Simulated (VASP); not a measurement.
Crystal: Si.

```
CELL_PARAMETERS angstrom
0.00000 2.72185 2.72185
2.72185 0.00000 2.72185
2.72185 2.72185 0.00000
ATOMIC_POSITIONS crystal
Si 0.50000 0.50000 0.50000
Si 0.75000 0.75000 0.75000
```

* Program: VASP 6.6.1
* Task: relaxation of cell and atoms
* Functional: RPBE
* Dispersion: D4
* Potentials or basis: VASP PAW PBE potentials, release 64 (Si)
* Cutoff: 600 eV
* k mesh: 8 × 8 × 8
* Occupations: fermi-dirac, width 0.05 eV
* Spin: no spin polarisation

At the start: pressure -3.0 GPa; volume 20.16 Å³/atom.

Task: How do energy, volume and symmetry change on relaxing?

Result: Over 3 steps the energy falls by 6.6 meV/atom and the volume is 19.49 Å³/atom (-3.3 %); space group Fd-3m (No. 227, to 0.05 Å).

The path:
```tsv
step	energy change (eV)	largest force (eV/Å)	pressure (GPa)	volume (Å³)
1	0.0000	0.0000	-3.03	40.33
2	-0.0074	0.0000	2.24	38.15
3	-0.0132	0.0000	0.01	38.99
```

Final structure:
```
Si
1.0
     0.00000    2.69133    2.69133
     2.69133    0.00000    2.69133
     2.69133    2.69133    0.00000
Si
2
Direct
  0.50000 0.50000 0.50000
  0.75000 0.75000 0.75000
```

Caveat: the PAW data sets were made with another functional, which shifts forces and pressure a little.
